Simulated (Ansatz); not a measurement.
# Molecular dynamics of Li

Input:

```yaml
crystal:
  lattice:
    - [7.094447, 0.0, 0.0]
    - [0.0, 7.094447, 0.0]
    - [0.0, 0.0, 7.094447]
  atoms:
    - { symbol: Li, position: [0.00040113, -0.0457127, -0.03141905] }
    - { symbol: Li, position: [0.45687918, -0.10433593, -0.09335211] }
    - { symbol: Li, position: [-0.06612778, 0.47637896, 0.03649384] }
    - { symbol: Li, position: [0.02239246, 0.03425152, 0.53051843] }
    - { symbol: Li, position: [0.19931329, 0.18866991, 0.11040625] }
    - { symbol: Li, position: [0.50530309, 0.53547062, -0.01981153] }
    - { symbol: Li, position: [0.44481385, -0.09338006, 0.41850934] }
    - { symbol: Li, position: [0.5508678, 0.26709675, 0.15046419] }
    - { symbol: Li, position: [0.05639139, 0.38274273, 0.4107414] }
    - { symbol: Li, position: [0.23856509, 0.67080883, 0.19072218] }
    - { symbol: Li, position: [0.31544404, 0.29571836, 0.73988307] }
    - { symbol: Li, position: [0.55310584, 0.49121971, 0.46261327] }
    - { symbol: Li, position: [0.82466899, 0.75985204, 0.24737283] }
    - { symbol: Li, position: [0.73356824, 0.25457284, 0.70782878] }
    - { symbol: Li, position: [0.1789813, 0.69898584, 0.72678785] }
    - { symbol: Li, position: [0.72919452, 0.73476136, 0.63233085] }
basis:
  ecutwfc: 420.0
kpoints:
  mp_grid: { grid: [3, 3, 3] }
hamiltonian:
  xc: pbe
scf:
  occupations: { method: fermi_dirac, width: 0.11 }
  lower_state_search: "off"
md:
  timestep: 1
  n_steps: 100
  ensemble: npt_langevin
  temperature: 910.0
  initial_velocities: maxwell_boltzmann
  seed: 333684
  friction: 0.05
  pressure: 1.0
  fix_cell: [shape]
```

Run as:

```bash
$ ansatz run input.yaml --threads 1 --pin off --max-ram 3072MiB --backend cpu --events-out ev --progress --plain --runs-dir out
```

It goes on from the last frame of an earlier run, with new velocities.

Output, in part (step lines):

```
md step     0: t =     0.00 fs  T =   853.1 K  F+E_penalty+E_count = -3272.89211240 eV  E_kin = 1.764399 eV  conserved = -3269.35998056 eV  P_inst = 0.3643 GPa  V = 357.0719 Å³  selection 1  (8 SCF iters)
md step     1: t =     1.00 fs  T =   811.8 K  F+E_penalty+E_count = -3272.88633592 eV  E_kin = 1.679016 eV  conserved = -3269.35991550 eV  P_inst = 0.3373 GPa  V = 357.1181 Å³  selection 1  (6 SCF iters)
md step     2: t =     2.00 fs  T =   749.4 K  F+E_penalty+E_count = -3272.87928232 eV  E_kin = 1.549959 eV  conserved = -3269.35988645 eV  P_inst = 0.2966 GPa  V = 357.2288 Å³  selection 1  (6 SCF iters)
md step     3: t =     3.00 fs  T =   795.7 K  F+E_penalty+E_count = -3272.87861224 eV  E_kin = 1.645720 eV  conserved = -3269.35989529 eV  P_inst = 0.3195 GPa  V = 357.3262 Å³  selection 1  (6 SCF iters)
md step     4: t =     4.00 fs  T =   722.2 K  F+E_penalty+E_count = -3272.89036878 eV  E_kin = 1.493664 eV  conserved = -3269.35990629 eV  P_inst = 0.2614 GPa  V = 357.4069 Å³  selection 1  (6 SCF iters)
md step     5: t =     5.00 fs  T =   796.1 K  F+E_penalty+E_count = -3272.91781485 eV  E_kin = 1.646502 eV  conserved = -3269.36006457 eV  P_inst = 0.2880 GPa  V = 357.3914 Å³  selection 1  (5 SCF iters)
md step     6: t =     6.00 fs  T =   808.1 K  F+E_penalty+E_count = -3272.95514405 eV  E_kin = 1.671321 eV  conserved = -3269.36006122 eV  P_inst = 0.2724 GPa  V = 357.2778 Å³  selection 1  (5 SCF iters)
md step     7: t =     7.00 fs  T =   929.1 K  F+E_penalty+E_count = -3272.99369389 eV  E_kin = 1.921609 eV  conserved = -3269.36013492 eV  P_inst = 0.3203 GPa  V = 357.2387 Å³  selection 1  (5 SCF iters)
[... lines left out ...]
```

The steps, from the saved trajectory:

```csv
time (fs),T (K),potential energy less start (eV),conserved less start (meV/atom),P (GPa),volume (Å³)
0.0,853,0.000,0.00,0.4,357.1
3.0,796,0.014,0.01,0.3,357.3
6.0,808,-0.063,0.00,0.3,357.3
9.0,1134,-0.175,-0.03,0.4,357.6
12.0,1154,-0.239,-0.03,0.3,358.7
15.0,1064,-0.228,-0.02,0.2,359.5
18.0,896,-0.190,0.00,0.2,360.1
21.0,920,-0.190,0.00,0.2,360.0
24.0,1067,-0.184,-0.01,0.3,360.4
27.0,1101,-0.146,-0.02,0.3,361.7
30.0,922,-0.093,-0.01,0.2,363.2
33.0,1165,-0.028,-0.02,0.3,364.7
36.0,1020,0.054,0.00,0.2,366.7
39.0,971,0.094,0.00,0.1,368.2
42.0,1005,0.093,0.00,0.1,369.4
45.0,1003,0.024,0.00,0.1,370.5
48.0,1145,-0.066,0.00,0.1,371.2
51.0,1280,-0.144,0.00,0.2,371.5
54.0,1353,-0.208,-0.01,0.2,371.3
57.0,1237,-0.275,-0.01,0.1,371.4
60.0,940,-0.300,0.00,-0.1,371.8
63.0,972,-0.307,-0.01,-0.1,373.2
66.0,1100,-0.303,-0.02,-0.1,375.5
69.0,1181,-0.280,-0.02,-0.1,377.5
72.0,1153,-0.218,-0.02,-0.2,379.6
75.0,928,-0.150,-0.01,-0.3,381.4
78.0,921,-0.104,0.00,-0.4,382.7
81.0,1058,-0.089,-0.01,-0.3,382.9
84.0,819,-0.086,0.00,-0.4,384.0
87.0,950,-0.084,-0.01,-0.4,384.9
90.0,744,-0.012,0.01,-0.5,385.6
93.0,898,0.088,0.00,-0.4,386.9
96.0,695,0.172,0.00,-0.5,389.4
99.0,708,0.236,0.00,-0.5,391.9
```

All steps were run. The conserved energy stayed within 0.035 meV per atom of its start (net change -0.0019 meV per atom), so the integration is sound. A run of 0.1 ps of so small a system gives no equilibrium averages. Limits of this set-up: coarse k mesh. The cell's volume went from 357 to 393 Å³.

Mean squared displacements from the first frame to the last, about the centre of mass, the cell's change included: Li 0.71 Å².

Last frame:

```xyz
16
Lattice="7.3229 0.0000 0.0000 0.0000 7.3229 0.0000 0.0000 0.0000 7.3229" Properties=species:S:1:pos:R:3
Li 0.196 0.125 -0.392
Li 2.724 -0.210 -0.813
Li -0.118 3.644 0.415
Li 0.049 0.268 2.653
Li 2.509 2.420 1.257
Li 4.354 4.126 0.084
Li 3.332 0.016 3.469
Li 4.813 0.733 0.699
Li -0.472 3.066 3.498
Li 1.950 5.880 1.313
Li 2.161 2.656 5.631
Li 4.229 3.227 3.225
Li 5.270 5.759 1.750
Li 5.193 2.051 5.264
Li 1.384 5.095 5.381
Li 5.298 5.562 5.391
```

Run time: 23 min on 1 thread of Arm Neoverse V1, with other jobs on the host, peak memory 0.62 GiB.
